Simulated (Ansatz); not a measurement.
Input and output for HgTe (rocksalt type): DFT, PBE, all-electron LAPW, scalar-relativistic (Ansatz 0.2.0). This run: rocksalt relaxed under pressure.

The cell comes from a relaxation on PAW files under the same functional, begun from a prototype that needn't be the stable phase.

Command: `ansatz run input.yaml --threads 1 --pin off --max-ram 3584MiB --backend cpu --events-out ev --progress --plain --runs-dir out` It took 40 s on 1 thread of Intel(R) Xeon(R) Platinum 8488C (Sapphire Rapids) (shared host), peak memory 0.59 GiB.

```yaml
crystal:
  lattice:
    - [0.0, 2.9261219921, 2.9261219921]
    - [2.9261219921, 0.0, 2.9261219921]
    - [2.9261219921, 2.9261219921, 0.0]
  atoms:
    - { symbol: Hg, position: [0.0, 0.0, 0.0] }
    - { symbol: Te, position: [0.5, 0.5, 0.5] }
kpoints:
  mp_grid: { grid: [12, 12, 12] }
scf:
  occupations: { method: fermi_dirac, width: 0.05 }
hamiltonian:
  xc: pbe
  pseudopotentials: { kind: all_electron, lapw: { basis_error: 0.0005 } }
output:
  forces: true
  stress: true
  eigenvalues: true
relax:
  f_tol: 0.005
  max_steps: 12
  cell: { p_target: 10.0, stress_tol: 0.03 }
```

Output:

```
The last accepted step is kept in <dir> (removed where the run ends without a failure and the disk answers)
LAPW: plane waves up to 8.402 Å⁻¹, error target 5.0e-4 eV per atom; small_component_spin mean_spin; Te in spheres of 1.400 Å, 24 of its electrons in bands, Dirac shells []; Hg in spheres of 1.438 Å, 44 of its electrons in bands, Dirac shells [] (how accurate: hamiltonian.pseudopotentials.lapw.basis_error, Limitations)
Engine: ansatz 0.2.0
Pseudopotentials: kind: all_electron
Pseudopotential: Hg, LAPW, valence charge 44, lapw/all_electron/scalar/gaussian/Hg, Koelling and Harmon's equation, gaussian nucleus
Pseudopotential: Te, LAPW, valence charge 24, lapw/all_electron/scalar/gaussian/Te, Koelling and Harmon's equation, gaussian nucleus
Functional definition: PBE
  parameter kappa = 0.804
  parameter beta = 0.06672455060314922
  exchange = pbe_x(kappa = kappa, mu = beta*pi^2/3)
  correlation = pbe_c(beta = beta)
Crystal: 2 atoms, lattice volume = 50.108 Å³
Basis set: ecut = 268.96423802393616 eV, 531 PW (Γ), exchange–correlation at level 2
Bands: 41, of which v1, the nominal top of the filled ones, is band 34 counted from 1 (33 counted from 0)
Symmetry: 48 space group operations
Space group: Fm-3m (ITA 225), of the structure as read, at distance tolerance 3.7e-5 Å
k-points: 72 of 1728
Non-local potential: Hg, projectors of the file, none
Non-local potential: Te, projectors of the file, none
Initial density: superposition of atomic densities (chi_scale 0.1, normalization cell, long waves kept (reshape's long-wave potential 0.00 eV rms))
Initial wavefunctions: plane waves of lowest kinetic energy (no species holds an atomic orbital)
Functional: x = pbe(κ = 0.804, μ = 0.2195149727645171), c = pbe(β = 0.06672455060314922)
iter 1 solved again at ethr=5.29e-4 eV; its pass at ethr=1.00e-1 eV (dr2=3.60e-1 eV) is discarded
SCF iter   1: F=—  HF=-718714.267067 eV  |F-HF|=—  |Δ(HF+E_count)|=         —  Δρ=1.97e-2  dr2=3.60e-1  ethr=5.29e-4  ⟨swp⟩=2.5  Hψ=18272  notcnv=0
preconditioner: auto → Kerker (q_TF=auto, 2.871 Å⁻¹)  [metal: Δε(μ)=0.071 eV  Ē_g=13.135 eV  σ=0.050 eV  W_gap=0.34  n_scr=14 (ndim 8)  ℏωp=22.3 eV  f_vac=0.109  D(μ)=0.83/eV (n_scr^D=0)]
SCF iter   2: F=—  HF=-718714.070181 eV  |F-HF|=—  |Δ(HF+E_count)|=   1.97e-1  Δρ=9.36e-3  dr2=8.07e-2  ethr=5.29e-4  ⟨swp⟩=2.1  Hψ=9077  notcnv=0
SCF iter   3: F=—  HF=-718714.058322 eV  |F-HF|=—  |Δ(HF+E_count)|=   1.19e-2  Δρ=7.38e-3  dr2=5.47e-2  ethr=1.19e-4  ⟨swp⟩=2.0  Hψ=8524  notcnv=0
SCF iter   4: F=—  HF=-718714.047617 eV  |F-HF|=—  |Δ(HF+E_count)|=   1.07e-2  Δρ=3.01e-3  dr2=9.81e-3  ethr=8.04e-5  ⟨swp⟩=2.0  Hψ=8540  notcnv=0
iter 5 solved again at ethr=5.59e-7 eV; its pass at ethr=1.44e-5 eV (dr2=3.80e-4 eV) is discarded
SCF iter   5: F=—  HF=-718714.047753 eV  |F-HF|=—  |Δ(HF+E_count)|=   1.36e-4  Δρ=7.68e-4  dr2=3.80e-4  ethr=5.59e-7  ⟨swp⟩=2.0  Hψ=14708  notcnv=0
SCF iter   6: F=—  HF=-718714.047739 eV  |F-HF|=—  |Δ(HF+E_count)|=   1.38e-5  Δρ=3.85e-4  dr2=8.88e-5  ethr=5.59e-7  ⟨swp⟩=2.0  Hψ=8585  notcnv=0
SCF iter   7: F=—  HF=-718714.047744 eV  |F-HF|=—  |Δ(HF+E_count)|=   4.87e-6  Δρ=9.13e-5  dr2=4.37e-6  ethr=1.31e-7  ⟨swp⟩=2.0  Hψ=8585  notcnv=0
SCF iter   8: F=—  HF=-718714.047739 eV  |F-HF|=—  |Δ(HF+E_count)|=   5.40e-6  Δρ=4.82e-5  dr2=1.27e-6  ethr=6.42e-9  ⟨swp⟩=2.0  Hψ=8585  notcnv=0
SCF iter   9: F=—  HF=-718714.047739 eV  |F-HF|=—  |Δ(HF+E_count)|=   5.24e-7  Δρ=1.77e-5  dr2=2.46e-7  ethr=1.87e-9  ⟨swp⟩=2.0  Hψ=8588  notcnv=0
SCF iter  10: F=-718714.047739 eV  HF=-718714.047739 eV  |F-HF|=2.81e-8  |Δ(HF+E_count)|=   1.17e-7  Δρ=7.13e-6  dr2=3.89e-8  ethr=3.61e-10  ⟨swp⟩=3.0  Hψ=8761  notcnv=0
SCF 1 converged in 10 iterations: F = -718714.047739 eV  dr2 = 3.89e-8
relax step   1: F+E_penalty+E_count = -718714.04773941 eV  Δ(F+E_penalty+E_count) = +0.000e0 eV  max|allowed force component| = 3.123e-31 eV/Å  Δτ_max = 0.0000 Å  P = +9.992 GPa  Ω = 50.108 Å³  (10 SCF iters, accepted)
Initial density: handed on by an earlier stage of this run
Initial wavefunctions: those handed on with the density
iter 1 solved again at ethr=6.29e-11 eV; its pass at ethr=1.00e-1 eV (dr2=4.28e-8 eV) is discarded
SCF iter   1: F=—  HF=-718714.047739 eV  |F-HF|=—  |Δ(HF+E_count)|=         —  Δρ=6.77e-6  dr2=3.43e-8  ethr=6.29e-11  ⟨swp⟩=6.6  Hψ=18290  notcnv=0
preconditioner: auto → LDOS  [metal: Δε(μ)=0.054 eV  Ē_g=13.589 eV  σ=0.050 eV  W_gap=0.25  n_scr=14 (ndim 8)  ℏωp=22.3 eV  f_vac=0.112  D(μ)=1.09/eV (n_scr^D=8)  β→1.0]
iter 2 solved again at ethr=2.14e-12 eV; its pass at ethr=5.05e-11 eV (dr2=1.46e-9 eV) is discarded
SCF iter   2: F=-718714.047739 eV  HF=-718714.047739 eV  |F-HF|=1.05e-9  |Δ(HF+E_count)|=   5.12e-9  Δρ=1.38e-6  dr2=1.46e-9  ethr=6.21e-12 (applied; sched 2.14e-12)  ⟨swp⟩=2.0  Hψ=15095  notcnv=0
SCF 2 converged in 2 iterations: F = -718714.047739 eV  dr2 = 1.46e-9
relax step   2: F+E_penalty+E_count = -718714.04773942 eV  Δ(F+E_penalty+E_count) = -1.199e-8 eV  max|allowed force component| = 4.047e-31 eV/Å  Δτ_max = 0.0000 Å  P = +9.992 GPa  Ω = 50.108 Å³  stress off target by 8.14e-3 GPa  SCF on the basis re-selected at this cell (its energy is not comparable with the rows above)  (2 SCF iters)
basis re-selected at this cell: Δ(F+E_penalty+E_count) = -1.199e-8 eV, ΔP = +0.000 GPa vs the last step (what re-selecting the basis moved, after the strain that the cell walked since its last selection, with what the two solves' SCF thresholds leave and, on support functions, any second-order correction that the steps lacked; it is no measure of the basis error at this ecutwfc). This SCF's stress stands 8.14e-3 GPa from its target on what of the cell is left free (relax.cell.stress_tol is 3.00e-2 GPa) and its largest allowed force component is 4.05e-31 eV/Å (relax.f_tol is 5.00e-3 eV/Å): within both
SCF converged after 2 iterations
Free energy (F): -718714.047739 eV
Harris-Foulkes:  -718714.047739 eV  (|F-HF|=1.05e-9)
Internal energy: -718714.038554 eV  (E = F + TS)
E sigma→0 (E₀):  -718714.043147 eV
Entropy (-TS):   -0.009185 eV (-4.593 meV/atom)
Fermi energy:    16.298461 eV
--- Per-component energies (eV) ---
  E_band       = -5717.506421
  E_kinetic    = 805993.548329
  E_xc         = -14928.666502
  E_electrostatic = -1509778.920381  (all electrons and nuclei)
  E_smearing   = -0.009185  (= −TS)
  E_closure    = 0.000000  (closes the sum)
  E_atoms      = -718710.908198  (free atoms, spherical and without spin; not in F)
  Σ components = -718714.047739   (vs F -718714.047739, Δ=0.00e0)
  Basis errors (estimates in eV, not in F): energy 1.7e-4 per atom: plane waves 1.7e-4 (9.3e-5 summed), levels above the bands 4.8e-73, relativity 2.1e-8, radial functions 3.0e-6, core shells 6.6e-9; eigenvalues (radial functions only) 1.4e-6; not estimated: angular momenta, meshes, grids; target (lapw.basis_error) 5.0e-4; muffin-tin radii Te 1.400 Å, Hg 1.438 Å
--- Forces (eV/Å), atoms counted from 1 ---
  atom   1  Hg    -0.00000000    -0.00000000     0.00000000
  atom   2  Te    -0.00000000     0.00000000     0.00000000
  max |Σ_I F_I| component: 2.60e-30 eV/Å
--- Stress (GPa, compression-positive) ---
        9.991865       0.000000      -0.000000
        0.000000       9.991865       0.000000
       -0.000000       0.000000       9.991865
  P = ⅓ Tr σ = 9.9919 GPa (99.919 kbar)
--- Band table (eV; the first three rows and the last of 72) ---
  k-point 0: bands = ["-329.0570", "-329.0570", "-329.0570", "-329.0569", "-329.0569", "-143.2249", "-98.8034", "-93.2659", "-93.2659", "-93.2659", "-76.7554", "-76.7553", "-76.7553", "-76.7553", "-76.7553", "-76.7553", "-76.7553", "-47.2512", "-47.2512", "-47.2512", "-20.6078", "-20.6078", "-20.6030", "-20.6030", "-20.6030", "3.3323", "9.0933", "9.0933", "9.1534", "9.1534", "9.1534", "15.4013", "15.4013", "15.4013", "15.9517", "24.1144", "24.1207", "24.1207", "24.1207", "24.3565", "24.3565"]
  k-point 1: bands = ["-329.0570", "-329.0570", "-329.0570", "-329.0569", "-329.0569", "-143.2249", "-98.8034", "-93.2659", "-93.2659", "-93.2659", "-76.7554", "-76.7553", "-76.7553", "-76.7553", "-76.7553", "-76.7553", "-76.7553", "-47.2512", "-47.2512", "-47.2512", "-20.6077", "-20.6077", "-20.6030", "-20.6029", "-20.6029", "3.4074", "9.0612", "9.0612", "9.1409", "9.1652", "9.1652", "14.2905", "15.4771", "15.4771", "17.0150", "22.9655", "23.6360", "23.6360", "24.0972", "24.4951", "24.4951"]
  k-point 2: bands = ["-329.0570", "-329.0570", "-329.0570", "-329.0569", "-329.0569", "-143.2249", "-98.8034", "-93.2659", "-93.2659", "-93.2659", "-76.7554", "-76.7553", "-76.7553", "-76.7553", "-76.7553", "-76.7553", "-76.7553", "-47.2514", "-47.2512", "-47.2512", "-20.6075", "-20.6075", "-20.6028", "-20.6025", "-20.6025", "3.6270", "8.9687", "8.9687", "9.0974", "9.2057", "9.2057", "12.9930", "15.6886", "15.6886", "18.1297", "21.9178", "22.7031", "22.7031", "23.9392", "24.8428", "24.8428"]
  k-point 71: bands = ["-329.0570", "-329.0570", "-329.0570", "-329.0569", "-329.0569", "-143.2249", "-98.8034", "-93.2659", "-93.2659", "-93.2659", "-76.7554", "-76.7553", "-76.7553", "-76.7553", "-76.7553", "-76.7553", "-76.7553", "-47.2517", "-47.2517", "-47.2515", "-20.6082", "-20.6061", "-20.6017", "-20.6017", "-20.5994", "4.8712", "8.7737", "9.1024", "9.1024", "9.4916", "10.1694", "11.4844", "12.3840", "12.3840", "18.5023", "21.1433", "23.1472", "23.1472", "27.6475", "27.6475", "30.0868"]
--- Relaxed structure (1 steps of the walk, 1 accepted, 1 SCFs on fresh bases) ---
  F+E_penalty+E_count = -718714.04773942 eV   max|allowed force component| = 4.047e-31 eV/Å   (the final SCF, on the basis selected at the relaxed cell)
  cell:  # Å, volume = 50.1080 Å³
    - [0.0, 2.9261219921, 2.9261219921]
    - [2.9261219921, 0.0, 2.9261219921]
    - [2.9261219921, 2.9261219921, 0.0]
  atoms:
    - { symbol: Hg, position: [0.0, 0.0, 0.0] }
    - { symbol: Te, position: [0.5, 0.5, 0.5] }
```

Next run (CsCl relaxed under pressure), as changes to the input before:

```diff
   lattice:
-    - [0.0, 2.9261219921, 2.9261219921]
-    - [2.9261219921, 0.0, 2.9261219921]
-    - [2.9261219921, 2.9261219921, 0.0]
+    - [3.6217329217, 0.0, 0.0]
+    - [0.0, 3.6217329217, 0.0]
+    - [0.0, 0.0, 3.6217329217]
   atoms:
```

Command: `ansatz run input.yaml --threads 1 --pin off --max-ram 3584MiB --backend cpu --events-out ev --progress --plain --runs-dir out` It took 39 s on 1 thread of Intel(R) Xeon(R) Platinum 8488C (Sapphire Rapids) (shared host), peak memory 0.55 GiB.

Results part of the output:

```
basis re-selected at this cell: Δ(F+E_penalty+E_count) = -1.560e-8 eV, ΔP = -0.000 GPa vs the last step (what re-selecting the basis moved, after the strain that the cell walked since its last selection, with what the two solves' SCF thresholds leave and, on support functions, any second-order correction that the steps lacked; it is no measure of the basis error at this ecutwfc). This SCF's stress stands 1.83e-3 GPa from its target on what of the cell is left free (relax.cell.stress_tol is 3.00e-2 GPa) and its largest allowed force component is 8.87e-31 eV/Å (relax.f_tol is 5.00e-3 eV/Å): within both
SCF converged after 2 iterations
Free energy (F): -718713.528290 eV
Harris-Foulkes:  -718713.528290 eV  (|F-HF|=6.29e-9)
Internal energy: -718713.517861 eV  (E = F + TS)
E sigma→0 (E₀):  -718713.523075 eV
Entropy (-TS):   -0.010430 eV (-5.215 meV/atom)
Fermi energy:    17.484154 eV
--- Per-component energies (eV) ---
  E_band       = -2351.558542
  E_kinetic    = 805993.171129
  E_xc         = -14928.275558
  E_electrostatic = -1509778.413431  (all electrons and nuclei)
  E_smearing   = -0.010430  (= −TS)
  E_closure    = 0.000000  (closes the sum)
  E_atoms      = -718710.908198  (free atoms, spherical and without spin; not in F)
  Σ components = -718713.528290   (vs F -718713.528290, Δ=0.00e0)
  Basis errors (estimates in eV, not in F): energy 1.4e-4 per atom: plane waves 1.4e-4 (7.4e-5 summed), levels above the bands 1.3e-94, relativity 1.1e-8, radial functions 2.1e-6, core shells 3.2e-7; eigenvalues (radial functions only) 1.9e-5; not estimated: angular momenta, meshes, grids; target (lapw.basis_error) 5.0e-4; muffin-tin radii Te 1.494 Å, Hg 1.548 Å
[... lines left out ...]
        9.998168      -0.000000      -0.000000
       -0.000000       9.998168       0.000000
       -0.000000       0.000000       9.998168
  P = ⅓ Tr σ = 9.9982 GPa (99.982 kbar)
--- Band table (eV; the first three rows and the last of 84) ---
  k-point 0: bands = ["-142.3381", "-97.2447", "-92.3778", "-92.3778", "-92.3778", "-75.1956", "-75.1956", "-75.1956", "-75.1953", "-75.1953", "-75.1953", "-75.1951", "-45.6976", "-45.6976", "-45.6976", "-19.7166", "-19.7166", "-19.7029", "-19.7029", "-19.7029", "4.2132", "10.2950", "10.2950", "10.9648", "10.9648", "10.9648", "15.6845", "16.3145", "16.3145", "16.3145", "23.1068", "23.1068", "28.2362", "28.2362", "28.2362"]
  k-point 1: bands = ["-142.3381", "-97.2447", "-92.3778", "-92.3778", "-92.3778", "-75.1956", "-75.1956", "-75.1956", "-75.1953", "-75.1953", "-75.1953", "-75.1951", "-45.6978", "-45.6976", "-45.6976", "-19.7166", "-19.7156", "-19.7032", "-19.7032", "-19.7029", "4.2802", "10.3009", "10.3126", "10.9311", "10.9311", "10.9663", "14.7746", "16.4234", "16.4234", "17.0549", "23.1071", "23.4650", "27.6791", "27.7598", "27.7598"]
  k-point 2: bands = ["-142.3381", "-97.2447", "-92.3778", "-92.3777", "-92.3777", "-75.1956", "-75.1956", "-75.1956", "-75.1953", "-75.1953", "-75.1953", "-75.1951", "-45.6985", "-45.6975", "-45.6975", "-19.7165", "-19.7131", "-19.7038", "-19.7038", "-19.7028", "4.4761", "10.3170", "10.3408", "10.8429", "10.8429", "10.9702", "13.6015", "16.7326", "16.7326", "17.8195", "23.1080", "24.3153", "26.6273", "26.6550", "26.6550"]
  k-point 83: bands = ["-142.3381", "-97.2446", "-92.3778", "-92.3778", "-92.3778", "-75.1956", "-75.1956", "-75.1956", "-75.1953", "-75.1953", "-75.1953", "-75.1951", "-45.7005", "-45.7005", "-45.7005", "-19.7097", "-19.7097", "-19.7097", "-19.6950", "-19.6950", "7.5663", "9.7694", "9.7694", "9.7694", "11.2970", "11.2970", "15.8889", "15.8889", "15.8889", "16.4466", "18.1908", "18.1908", "18.1908", "34.8775", "34.8775"]
--- Relaxed structure (1 steps of the walk, 1 accepted, 1 SCFs on fresh bases) ---
  F+E_penalty+E_count = -718713.52829011 eV   max|allowed force component| = 8.875e-31 eV/Å   (the final SCF, on the basis selected at the relaxed cell)
  cell:  # Å, volume = 47.5061 Å³
    - [3.6217329217, 0.0, 0.0]
    - [0.0, 3.6217329217, 0.0]
    - [0.0, 0.0, 3.6217329217]
  atoms:
    - { symbol: Hg, position: [0.0, 0.0, 0.0] }
    - { symbol: Te, position: [0.49999999999999994, 0.49999999999999994, 0.49999999999999994] }
```

Next run (zincblende relaxed under pressure), as changes to the input before:

```diff
   lattice:
-    - [3.6217329217, 0.0, 0.0]
-    - [0.0, 3.6217329217, 0.0]
-    - [0.0, 0.0, 3.6217329217]
+    - [0.0, 3.1291907891, 3.1291907891]
+    - [3.1291907891, 0.0, 3.1291907891]
+    - [3.1291907891, 3.1291907891, 0.0]
   atoms:
-    - { symbol: Te, position: [0.5, 0.5, 0.5] }
+    - { symbol: Te, position: [0.25, 0.25, 0.25] }
 kpoints:
-  mp_grid: { grid: [12, 12, 12] }
+  mp_grid: { grid: [11, 11, 11] }
 scf:
```

Results part of the output:

```
basis re-selected at this cell: Δ(F+E_penalty+E_count) = -1.572e-8 eV, ΔP = -0.000 GPa vs the last step (what re-selecting the basis moved, after the strain that the cell walked since its last selection, with what the two solves' SCF thresholds leave and, on support functions, any second-order correction that the steps lacked; it is no measure of the basis error at this ecutwfc). This SCF's stress stands 4.37e-3 GPa from its target on what of the cell is left free (relax.cell.stress_tol is 3.00e-2 GPa) and its largest allowed force component is 1.06e-16 eV/Å (relax.f_tol is 5.00e-3 eV/Å): within both
SCF converged after 2 iterations
Free energy (F): -718714.240910 eV
Harris-Foulkes:  -718714.240910 eV  (|F-HF|=3.11e-8)
Internal energy: -718714.240629 eV  (E = F + TS)
E sigma→0 (E₀):  -718714.240769 eV
Entropy (-TS):   -0.000280 eV (-0.140 meV/atom)
Fermi energy:    12.792442 eV
--- Per-component energies (eV) ---
  E_band       = -5977.012587
  E_kinetic    = 805995.771807
  E_xc         = -14928.838321
  E_electrostatic = -1509781.174116  (all electrons and nuclei)
  E_smearing   = -0.000280  (= −TS)
  E_closure    = 0.000000  (closes the sum)
  E_atoms      = -718710.908198  (free atoms, spherical and without spin; not in F)
  Σ components = -718714.240910   (vs F -718714.240910, Δ=0.00e0)
[... lines left out ...]
        0.000000      10.004366       0.000000
       -0.000000       0.000000      10.004366
  P = ⅓ Tr σ = 10.0044 GPa (100.044 kbar)
--- Band table (eV; the first three rows and the last of 56) ---
  k-point 0: bands = ["-332.8900", "-332.8900", "-332.8883", "-332.8883", "-332.8883", "-146.9620", "-102.6544", "-97.0035", "-97.0035", "-97.0035", "-80.5897", "-80.5897", "-80.5897", "-80.5888", "-80.5888", "-80.5888", "-80.5878", "-51.1101", "-51.1101", "-51.1101", "-24.3528", "-24.3528", "-24.3528", "-24.3400", "-24.3400", "-0.0285", "4.7443", "4.7443", "4.7443", "5.4000", "5.4000", "12.2445", "12.7185", "12.7185", "12.7185", "16.7711", "16.7711", "16.7711", "19.1220", "22.4580", "22.4580"]
  k-point 1: bands = ["-332.8900", "-332.8900", "-332.8883", "-332.8883", "-332.8883", "-146.9620", "-102.6544", "-97.0035", "-97.0035", "-97.0035", "-80.5897", "-80.5897", "-80.5897", "-80.5888", "-80.5888", "-80.5888", "-80.5878", "-51.1101", "-51.1101", "-51.1101", "-24.3528", "-24.3527", "-24.3527", "-24.3400", "-24.3400", "0.0217", "4.7569", "4.7587", "4.7587", "5.3980", "5.3980", "11.3200", "12.5973", "12.5973", "13.3294", "16.7053", "16.9238", "16.9238", "19.7380", "21.7134", "21.7134"]
  k-point 2: bands = ["-332.8900", "-332.8900", "-332.8883", "-332.8883", "-332.8883", "-146.9620", "-102.6544", "-97.0035", "-97.0035", "-97.0035", "-80.5897", "-80.5897", "-80.5897", "-80.5888", "-80.5888", "-80.5888", "-80.5878", "-51.1101", "-51.1101", "-51.1101", "-24.3530", "-24.3527", "-24.3527", "-24.3399", "-24.3399", "0.1605", "4.7961", "4.7961", "4.8107", "5.3955", "5.3955", "10.0585", "12.3052", "12.3052", "13.6489", "17.0457", "17.2637", "17.2637", "20.4833", "21.2710", "21.2710"]
  k-point 55: bands = ["-332.8900", "-332.8900", "-332.8883", "-332.8883", "-332.8883", "-146.9620", "-102.6544", "-97.0035", "-97.0035", "-97.0035", "-80.5897", "-80.5897", "-80.5897", "-80.5888", "-80.5888", "-80.5888", "-80.5878", "-51.1102", "-51.1102", "-51.1101", "-24.3535", "-24.3529", "-24.3521", "-24.3399", "-24.3394", "0.9063", "4.9934", "5.0762", "5.3145", "5.3592", "6.1404", "6.6465", "9.3894", "9.9402", "15.9128", "17.1488", "18.1938", "19.0093", "22.2676", "23.4536", "24.7076"]
--- Relaxed structure (1 steps of the walk, 1 accepted, 1 SCFs on fresh bases) ---
  F+E_penalty+E_count = -718714.24090956 eV   max|allowed force component| = 1.064e-16 eV/Å   (the final SCF, on the basis selected at the relaxed cell)
  cell:  # Å, volume = 61.2810 Å³
    - [0.0, 3.1291907891, 3.1291907891]
    - [3.1291907891, 0.0, 3.1291907891]
    - [3.1291907891, 3.1291907891, 0.0]
  atoms:
    - { symbol: Hg, position: [0.0, 0.0, 0.0] }
    - { symbol: Te, position: [0.25, 0.25, 0.25] }
```

Spin–orbit coupling is left out, which matters for the heavy atoms.
